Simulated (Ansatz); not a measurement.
# The W2CF2 MXene monolayer under a gate

How does the W2CF2 MXene monolayer take up charge from its gate?

Calculated with Ansatz 0.2.0; plane-wave DFT, LDA, Ansatz PAW.

## (1) Starting point

The cell holds 5 atoms: 2 F, 2 W and 1 C. Cell: a = 3.125 Å, b = 3.125 Å, c = 39.618 Å, α = 90.0°, β = 90.0°, γ = 120.0°. Vacuum lies along c.

## (2) Relaxing the slab

The starting cell is a guess, so the in-plane lattice and the atoms are relaxed first, with the slab cut off from its images along the normal.

Input file input.yaml:

```yaml
crystal:
  lattice:
    - [3.125408, 0.0, 0.0]
    - [-1.562704, 2.7066827252, 0.0]
    - [0.0, 0.0, 39.6175949265]
  atoms:
    - { symbol: F, position: [0.3333333333, 0.6666666667, 0.4455091237] }
    - { symbol: W, position: [0.6666666667, 0.3333333333, 0.4688723475] }
    - { symbol: C, position: [0.0, 0.0, 0.5] }
    - { symbol: W, position: [0.3333333333, 0.6666666667, 0.5311276525] }
    - { symbol: F, position: [0.6666666667, 0.3333333333, 0.5544908763] }
  periodic: [true, true, false]
kpoints:
  mp_grid: { grid: [12, 12, 1] }
hamiltonian:
  xc: lda
scf:
  occupations: { method: fermi_dirac, width: 0.05 }
  convergence: { dr2_threshold: 1.0e-09 }
relax:
  f_tol: 0.004
  max_steps: 90
  cell: {}
output:
  write_potential: true
  write_density: true
  volumetric_format: npy
```

Started as:

```
$ ansatz run input.yaml --threads 4 --pin off --max-ram 6144MiB --backend cpu --events-out ev --progress --plain --runs-dir out
```

Numbers of over 12 decimals in the logs are rounded to 6 here.

Log:

```text
Warning: relax.cell: scf.convergence.dr2_threshold = 1e-9 eV is looser than the 2.43910143553e-10 eV advised for a relaxation that steers and ends on the stress (1e-10 eV for each atom of the cell: 5, times the square of relax.cell.stress_2d_tol = 0.05 N/m over 14.3 Å (the atoms' height at the walk's start and 5 Å past either face), 3.492e-2 GPa, over a crystal's default 0.05). What an SCF threshold leaves in a stress goes as its square root, and in the free energy as the threshold itself, and one threshold admits the most on a small cell: [figures from the program's tests cut] Set scf.convergence.dr2_threshold to 2.43910143553e-10 eV or tighter. [rest of the remark cut]
Engine: ansatz 0.2.0, aarch64-unknown-linux-gnu
Pseudopotentials: kind: paw
Pseudopotential: F, paw, valence charge 7, recommended cutoff 420 eV (normal), F.paw.azcp
Pseudopotential: W, paw, valence charge 14, recommended cutoff 420 eV (normal), W.paw.azcp
Pseudopotential: C, paw, valence charge 4, recommended cutoff 420 eV (normal), C.paw.azcp
Functional definition: SPW92
  exchange = slater_x
  correlation = pw_c
Crystal: 5 atoms, lattice volume = 335.145 Å³
Basis set: ecut = 420 eV, 6481 PW (Γ)
Bands: 28, of which v1, the nominal top of the filled ones, is band 23 counted from 1 (22 counted from 0)
Symmetry: 12 space group operations
Space group: P-3m1 (ITA 164), of the structure as read, at distance tolerance 6.9e-5 Å
k-points: 19 of 144
Non-local potential: F, projectors of the file, l = 0: 2, l = 1: 2, l = 2: 1
Non-local potential: W, projectors of the file, l = 0: 3, l = 1: 2, l = 2: 2, l = 3: 1
Non-local potential: C, projectors of the file, l = 0: 2, l = 1: 2, l = 2: 1
PAW form: soft (Blöchl's): semilocal exchange-correlation on the pseudo side does not see the compensation charge
PAW frozen core: F, regenerated for the run's functional, and the local potential with it (the file was generated under x = pbe(κ = 0.804, μ = 0.219515), c = pbe(β = 0.066725))
PAW frozen core: W, regenerated for the run's functional, and the local potential with it (the file was generated under x = pbe(κ = 0.804, μ = 0.219515), c = pbe(β = 0.066725))
PAW frozen core: C, regenerated for the run's functional, and the local potential with it (the file was generated under x = pbe(κ = 0.804, μ = 0.219515), c = pbe(β = 0.066725))
PAW one-centre angular grid: F, 110 points (default); XC on 64 Gauss nodes
PAW one-centre angular grid: W, 590 points (default); XC on 64 Gauss nodes
PAW one-centre angular grid: C, 110 points (default); XC on 64 Gauss nodes
Initial density: superposition of atomic densities (neutral atoms: chi_scale 0, normalization atom), corrected by the library's trained network
Initial wavefunctions: pseudopotential atomic-orbital guess
Functional: x = slater, c = lda
SCF iter   1: F=—  HF=-22085.182879 eV  |F-HF|=—  |Δ(HF+E_count)|=         —  Δρ=9.11e-3  dr2=4.29e-1  ethr=1.77e-3  ⟨swp⟩=13.1  Hψ=3990  notcnv=0
preconditioner: auto → LDOS  [metal: Δε(μ)=0.083 eV  Ē_g=8.525 eV  σ=0.050 eV  W_gap=0.35  n_scr=24 (ndim 8)  ℏωp=10.3 eV  f_vac=0.812  D(μ)=5.23/eV (n_scr^D=20)  β→1.0]
SCF iter   2: F=—  HF=-22085.100672 eV  |F-HF|=—  |Δ(HF+E_count)|=   8.22e-2  Δρ=4.35e-3  dr2=6.38e-2  ethr=9.33e-4  ⟨swp⟩=3.8  Hψ=1295  notcnv=0
SCF iter   3: F=—  HF=-22085.098165 eV  |F-HF|=—  |Δ(HF+E_count)|=   2.51e-3  Δρ=2.50e-3  dr2=2.64e-2  ethr=1.39e-4  ⟨swp⟩=3.1  Hψ=1235  notcnv=0
SCF iter   4: F=—  HF=-22085.094455 eV  |F-HF|=—  |Δ(HF+E_count)|=   3.71e-3  Δρ=5.92e-4  dr2=1.41e-3  ethr=5.75e-5  ⟨swp⟩=3.0  Hψ=1134  notcnv=0
SCF iter   5: F=—  HF=-22085.094799 eV  |F-HF|=—  |Δ(HF+E_count)|=   3.44e-4  Δρ=1.53e-4  dr2=1.61e-4  ethr=3.06e-6  ⟨swp⟩=3.9  Hψ=1266  notcnv=0
SCF iter   6: F=—  HF=-22085.094830 eV  |F-HF|=—  |Δ(HF+E_count)|=   3.18e-5  Δρ=4.04e-5  dr2=5.76e-6  ethr=3.50e-7  ⟨swp⟩=3.2  Hψ=1103  notcnv=0
SCF iter   7: F=—  HF=-22085.094844 eV  |F-HF|=—  |Δ(HF+E_count)|=   1.33e-5  Δρ=1.84e-5  dr2=2.10e-6  ethr=1.25e-8  ⟨swp⟩=4.2  Hψ=1330  notcnv=0
SCF iter   8: F=—  HF=-22085.094710 eV  |F-HF|=—  |Δ(HF+E_count)|=   1.34e-4  Δρ=5.79e-6  dr2=1.47e-7  ethr=4.56e-9  ⟨swp⟩=3.2  Hψ=1000  notcnv=0
SCF iter   9: F=—  HF=-22085.094711 eV  |F-HF|=—  |Δ(HF+E_count)|=   7.37e-7  Δρ=2.55e-6  dr2=1.74e-8  ethr=3.20e-10  ⟨swp⟩=3.9  Hψ=1277  notcnv=0
SCF iter  10: F=-22085.094711 eV  HF=-22085.094711 eV  |F-HF|=1.63e-9  |Δ(HF+E_count)|=   2.20e-8  Δρ=4.22e-7  dr2=4.30e-10  ethr=2.17e-12  ⟨swp⟩=12.6  Hψ=5820  notcnv=0
SCF 1 converged in 10 iterations: F = -22085.094711 eV  dr2 = 4.30e-10
  greatest PAW one-centre occupation: 1.000 electrons in one spin orbital (limit 2), on the W atom at site 3 (counted from 0), in its partial waves of l = 0
relax step   1: F+E_penalty+E_count = -22085.09471092 eV  Δ(F+E_penalty+E_count) = +0.000e0 eV  max|allowed force component| = 7.210e0 eV/Å  Δτ_max = 0.0000 Å  P = +10.248 N/m  Ω = 335.145 Å³  fix = [c, alpha, beta]  reactions: c +0.000 N/m  (10 SCF iters, accepted)
Crystal: 5 atoms, lattice volume = 333.724 Å³
Initial density: handed on by an earlier stage of this run
Initial wavefunctions: those handed on with the density
iter 1 solved again at ethr=1.84e-3 eV; its pass at ethr=3.10e-3 eV (dr2=8.48e-1 eV) is discarded
SCF iter   1: F=—  HF=-22087.995505 eV  |F-HF|=—  |Δ(HF+E_count)|=         —  Δρ=1.58e-2  dr2=8.51e-1  ethr=1.84e-3  ⟨swp⟩=1.4  Hψ=4447  notcnv=0
preconditioner: auto → LDOS  [metal: Δε(μ)=0.039 eV  Ē_g=8.808 eV  σ=0.050 eV  W_gap=0.19  n_scr=24 (ndim 8)  ℏωp=10.4 eV  f_vac=0.820  D(μ)=4.26/eV (n_scr^D=18)  β→1.0]
SCF iter   2: F=—  HF=-22087.799606 eV  |F-HF|=—  |Δ(HF+E_count)|=   1.96e-1  Δρ=5.03e-3  dr2=9.57e-2  ethr=1.84e-3  ⟨swp⟩=3.7  Hψ=1142  notcnv=0
SCF iter   3: F=—  HF=-22087.784809 eV  |F-HF|=—  |Δ(HF+E_count)|=   1.48e-2  Δρ=2.04e-3  dr2=2.14e-2  ethr=2.08e-4  ⟨swp⟩=4.7  Hψ=1754  notcnv=0
SCF iter   4: F=—  HF=-22087.779496 eV  |F-HF|=—  |Δ(HF+E_count)|=   5.31e-3  Δρ=5.35e-4  dr2=1.51e-3  ethr=4.65e-5  ⟨swp⟩=3.6  Hψ=1231  notcnv=0
SCF iter   5: F=—  HF=-22087.779333 eV  |F-HF|=—  |Δ(HF+E_count)|=   1.63e-4  Δρ=1.29e-4  dr2=8.78e-5  ethr=3.28e-6  ⟨swp⟩=3.5  Hψ=1191  notcnv=0
SCF iter   6: F=—  HF=-22087.779330 eV  |F-HF|=—  |Δ(HF+E_count)|=   3.22e-6  Δρ=3.70e-5  dr2=1.98e-5  ethr=1.91e-7  ⟨swp⟩=4.0  Hψ=1188  notcnv=0
SCF iter   7: F=—  HF=-22087.779341 eV  |F-HF|=—  |Δ(HF+E_count)|=   1.12e-5  Δρ=1.83e-5  dr2=2.45e-6  ethr=4.31e-8  ⟨swp⟩=3.5  Hψ=1105  notcnv=0
SCF iter   8: F=—  HF=-22087.779203 eV  |F-HF|=—  |Δ(HF+E_count)|=   1.38e-4  Δρ=3.73e-6  dr2=6.61e-8  ethr=5.33e-9  ⟨swp⟩=3.3  Hψ=1102  notcnv=0
[...]
[... from here on, the SCF cycles and remarks between the steps are left out ...]
relax step   4: F+E_penalty+E_count = -22088.51513836 eV  Δ(F+E_penalty+E_count) = -6.934e-1 eV  max|allowed force component| = 7.936e-1 eV/Å  Δτ_max = 0.1032 Å  P = +3.710 N/m  Ω = 352.059 Å³  energy of the carried Pulay correction = -1.214e-2 eV  fix = [c, alpha, beta]  reactions: c +0.000 N/m  (9 SCF iters, accepted)
relax step   5: F+E_penalty+E_count = -22088.55630442 eV  Δ(F+E_penalty+E_count) = -4.117e-2 eV  max|allowed force component| = 1.059e-1 eV/Å  Δτ_max = 0.0272 Å  P = +0.799 N/m  Ω = 359.084 Å³  energy of the carried Pulay correction = -1.701e-2 eV  fix = [c, alpha, beta]  reactions: c +0.000 N/m  (8 SCF iters, accepted)
relax step   6: F+E_penalty+E_count = -22088.55758569 eV  Δ(F+E_penalty+E_count) = -1.281e-3 eV  max|allowed force component| = 5.794e-2 eV/Å  Δτ_max = 0.0137 Å  P = -0.091 N/m  Ω = 361.429 Å³  energy of the carried Pulay correction = -1.862e-2 eV  fix = [c, alpha, beta]  reactions: c -0.000 N/m  (7 SCF iters, accepted)
relax step   7: F+E_penalty+E_count = -22088.55776423 eV  Δ(F+E_penalty+E_count) = -1.785e-4 eV  max|allowed force component| = 4.959e-3 eV/Å  Δτ_max = 0.0021 Å  P = -0.030 N/m  Ω = 361.353 Å³  energy of the carried Pulay correction = -1.857e-2 eV  fix = [c, alpha, beta]  reactions: c -0.000 N/m  (6 SCF iters, accepted)
relax step   8: F+E_penalty+E_count = -22088.55778317 eV  Δ(F+E_penalty+E_count) = -1.893e-5 eV  max|allowed force component| = 7.726e-4 eV/Å  Δτ_max = 0.0005 Å  P = -0.004 N/m  Ω = 361.330 Å³  energy of the carried Pulay correction = -1.855e-2 eV  fix = [c, alpha, beta]  reactions: c -0.000 N/m  (5 SCF iters, accepted)
relax step   9: F+E_penalty+E_count = -22088.59073987 eV  Δ(F+E_penalty+E_count) = -3.296e-2 eV  max|allowed force component| = 1.710e-3 eV/Å  Δτ_max = 0.0000 Å  P = +0.709 N/m  Ω = 361.330 Å³  fix = [c, alpha, beta]  reactions: c +0.000 N/m  stress off target by 7.09e-1 N/m on what of the cell is left free  SCF on the basis re-selected at this cell (its energy is not comparable with the rows above)  (6 SCF iters)
relax step  10: F+E_penalty+E_count = -22088.59058120 eV  Δ(F+E_penalty+E_count) = +1.587e-4 eV  max|allowed force component| = 1.507e-3 eV/Å  Δτ_max = 0.0032 Å  P = +0.085 N/m  Ω = 362.590 Å³  energy of the carried Pulay correction = -9.467e-4 eV  fix = [c, alpha, beta]  reactions: c +0.000 N/m  (7 SCF iters, accepted)
relax step  11: F+E_penalty+E_count = -22088.59045431 eV  Δ(F+E_penalty+E_count) = +1.269e-4 eV  max|allowed force component| = 2.962e-4 eV/Å  Δτ_max = 0.0007 Å  P = +0.002 N/m  Ω = 362.774 Å³  energy of the carried Pulay correction = -1.087e-3 eV  fix = [c, alpha, beta]  reactions: c +0.000 N/m  (5 SCF iters, accepted)
iter 1 solved again at ethr=8.20e-8 eV; its pass at ethr=3.10e-3 eV (dr2=3.77e-5 eV) is discarded
SCF iter   1: F=—  HF=-22088.591323 eV  |F-HF|=—  |Δ(HF+E_count)|=         —  Δρ=2.56e-5  dr2=2.02e-7  ethr=8.20e-8  ⟨swp⟩=7.8  Hψ=7111  notcnv=0
preconditioner: auto → LDOS  [metal: Δε(μ)=0.097 eV  Ē_g=8.212 eV  σ=0.050 eV  W_gap=0.44  n_scr=24 (ndim 8)  ℏωp=9.9 eV  f_vac=0.822  D(μ)=1.06/eV (n_scr^D=8)  β→1.0]
SCF iter   2: F=—  HF=-22088.591499 eV  |F-HF|=—  |Δ(HF+E_count)|=   1.77e-4  Δρ=1.06e-5  dr2=2.17e-7  ethr=4.40e-10  ⟨swp⟩=4.9  Hψ=1702  notcnv=0
SCF iter   3: F=—  HF=-22088.591491 eV  |F-HF|=—  |Δ(HF+E_count)|=   7.85e-6  Δρ=4.63e-6  dr2=4.80e-8  ethr=4.40e-10  ⟨swp⟩=2.9  Hψ=967  notcnv=0
SCF iter   4: F=—  HF=-22088.591498 eV  |F-HF|=—  |Δ(HF+E_count)|=   6.56e-6  Δρ=1.22e-6  dr2=2.94e-9  ethr=1.04e-10  ⟨swp⟩=2.9  Hψ=970  notcnv=0
SCF iter   5: F=-22088.591499 eV  HF=-22088.591499 eV  |F-HF|=8.26e-8  |Δ(HF+E_count)|=   1.15e-6  Δρ=1.70e-7  dr2=7.87e-11  ethr=2.17e-12  ⟨swp⟩=19.6  Hψ=5671  notcnv=0
SCF 12 converged in 5 iterations: F = -22088.591499 eV  dr2 = 7.87e-11
relax step  12: F+E_penalty+E_count = -22088.59149913 eV  Δ(F+E_penalty+E_count) = -1.045e-3 eV  max|allowed force component| = 3.091e-4 eV/Å  Δτ_max = 0.0000 Å  P = +0.009 N/m  Ω = 362.774 Å³  fix = [c, alpha, beta]  reactions: c +0.000 N/m  stress off target by 8.67e-3 N/m on what of the cell is left free  SCF on the basis re-selected at this cell (its energy is not comparable with the rows above)  (5 SCF iters)
basis re-selected at this cell: Δ(F+E_penalty+E_count) = -1.045e-3 eV, ΔP = +0.007 N/m vs the last step (what re-selecting the basis moved, of the pressure what is left beyond the Pulay correction that the steps carried, after the strain that the cell walked since its last selection, with what the two solves' SCF thresholds leave and, on support functions, any second-order correction that the steps lacked; it is no m [...]
WARN: The output density's exchange-correlation potential varies sharply where the density is thin. Do not read a vacuum level from v_tot or v_xc, or from such a field of the output density. On a cell that repeats whose density bears no net charge and no dipole along the vacuum's axis use v_es (v_loc + v_h of the components); under efield.dipole_correction with no amplitude use v_es + v_field, which holds any externa [...]
SCF converged after 5 iterations
Free energy (F): -22088.591499 eV
Harris-Foulkes:  -22088.591499 eV  (|F-HF|=8.26e-8)
Internal energy: -22088.582945 eV  (E = F + TS)
E sigma→0 (E₀):  -22088.587222 eV
Entropy (-TS):   -0.008554 eV (-1.711 meV/atom)
Fermi energy:    -4.291964 eV
--- Per-component energies (eV) ---
  E_band       = -1245.106669
  E_kinetic    = 1410.333466
  E_local      = -173951.458947  (includes V_loc(G=0)·N_el)
  E_nonlocal   = 195.536095
  E_hartree    = 86121.802759
  E_xc         = -734.456659
  E_vxc        = -740.014730  (∫ρ·V_xc dr)
  E_paw        = -17087.025266  (= ΣΔE_a)
  E_vpaw       = -403.112462  (= ΣTr[D̂ρ^β])
  E_aug_tail   = 0.003854  (compensation charges beyond the density's cutoff)
  E_ewald      = 81955.826110
  E_core_change = 0.855642  (= ΣΔE_core)
  E_smearing   = -0.008554  (= −TS)
  E_closure    = 0.000000  (closes the sum)
  Σ components = -22088.591499   (vs F -22088.591499, Δ=0.00e0)
--- Forces (eV/Å), atoms counted from 1 ---
  atom   1  F      0.00000000    -0.00000000    -0.00009800
  atom   2  W     -0.00000000     0.00000000     0.00030907
  atom   3  C      0.00000000     0.00000000     0.00000000
  atom   4  W      0.00000000    -0.00000000    -0.00030907
  atom   5  F     -0.00000000     0.00000000     0.00009800
  max |Σ_I F_I| component: 2.31e-17 eV/Å
--- 2D stress c σ (N/m, compression-positive) ---
        0.008667       0.000000       0.000000
        0.000000       0.008667      -0.000000
        0.000000      -0.000000       0.000000
  P = ½ c Tr σ = 0.0087 N/m
--- Band table (eV; the first three rows and the last of 19) ---
  k-point 0: bands = [... 19 lower, -9.8817, -7.8171, -7.8171, -4.8294, -4.5708, -3.3096, -3.3096, -2.4836, ... 1 higher]
  k-point 1: bands = [... 19 lower, -9.8473, -7.8665, -7.6566, -4.7724, -4.2563, -3.5152, -3.3049, -2.9880, ... 1 higher]
  k-point 2: bands = [... 19 lower, -9.7808, -8.0058, -7.2374, -4.8280, -3.8575, -3.4069, -3.3123, -3.2711, ... 1 higher]
  k-point 18: bands = [... 19 lower, -9.3897, -6.6385, -6.3850, -6.3850, -3.0572, -3.0572, -1.8796, -1.2651, ... 1 higher]
  the weakly bound empty levels are not read free of the cell's end (no_gap_told)
--- Relaxed structure (10 steps of the walk, 10 accepted, 2 SCFs on fresh bases) ---
  F+E_penalty+E_count = -22088.59149913 eV   max|allowed force component| = 3.091e-4 eV/Å   (the final SCF, on the basis selected at the relaxed cell)
  cell:  # Å, volume = 362.7739 Å³
    - [3.251686, 0.0, 0]
    - [-1.625843, 2.816043, 0]
    - [0, 0, 39.6175949265]
  atoms:
    - { symbol: F, position: [0.333333, 0.666667, 0.444095] }
    - { symbol: W, position: [0.666667, 0.333333, 0.476760] }
    - { symbol: C, position: [0, 0, 0.500000] }
    - { symbol: W, position: [0.333333, 0.666667, 0.523240] }
    - { symbol: F, position: [0.666667, 0.333333, 0.555905] }
```

Wall time 42 s (4 threads of Arm Neoverse V1, shared host); peak memory 0.72 GiB; 2.7 min of CPU time.

Step by step:

```csv
step,energy less that of the first step (eV),largest force component (eV/Å),volume (Å³)
1,0.0000,7.2095,335.14
2,-2.6845,4.2279,333.72
3,-2.7271,6.2712,341.70
4,-3.4204,0.7936,352.06
5,-3.4616,0.1059,359.08
6,-3.4629,0.0579,361.43
7,-3.4631,0.0050,361.35
8,-3.4631,0.0008,361.33
9*,-3.4960,0.0017,361.33
10,-3.4959,0.0015,362.59
11,-3.4957,0.0003,362.77
12*,-3.4968,0.0003,362.77
```

Relaxation steps marked * repeat the geometry before them on a plane-wave basis chosen anew for their cell, so energy and pressure can jump there.

Forces are held to the 12 operations that the run works with; a distortion that breaks them can't arise in this run.

```csv
cell as run,before,after,change
a (Å),3.125,3.252,+4.0 %
b (Å),3.125,3.252,+4.0 %
```

The atoms that moved most (Å, along periodic axes as changes of fractional coordinates times the final cell, across vacuum about the mean position):

```csv
atom,dx,dy,dz,length
W2,0.000,0.000,0.312,0.312
W4,0.000,0.000,-0.312,0.312
F5,0.000,0.000,0.056,0.056
F1,0.000,0.000,-0.056,0.056
```

Final coordinates:

```xyz
5
Lattice="3.2517 0.0000 0.0000 -1.6258 2.8160 0.0000 0.0000 0.0000 39.6176" Properties=species:S:1:pos:R:3
F     0.0000    1.8774   17.5940
W     1.6258    0.9387   18.8881
C     0.0000    0.0000   19.8088
W     0.0000    1.8774   20.7295
F     1.6258    0.9387   22.0236
```

Numbers from this step:

| Property | Result |
| --- | --- |
| energy at zero smearing | -22088.5872 eV |

The lattice constant a goes from 3.125 to 3.252 Å.

(Continued in part 2 of 4.)

[Logs are printed without paths, hosts, clocks, repeated set-up lines and the standing remarks that a program may print on its own settings, such as how far it seeks lower states.]

[Hosts, paths, dates, database ids (printed as entryN), source tags and the programs' standing remarks are cut or masked in the printed files.]

[Maps of the electrostatic potential energy from Ansatz leave out the sawtooth potential of an applied field or a dipole correction, so their vacuum need not be flat; planar profiles and work functions include it.]
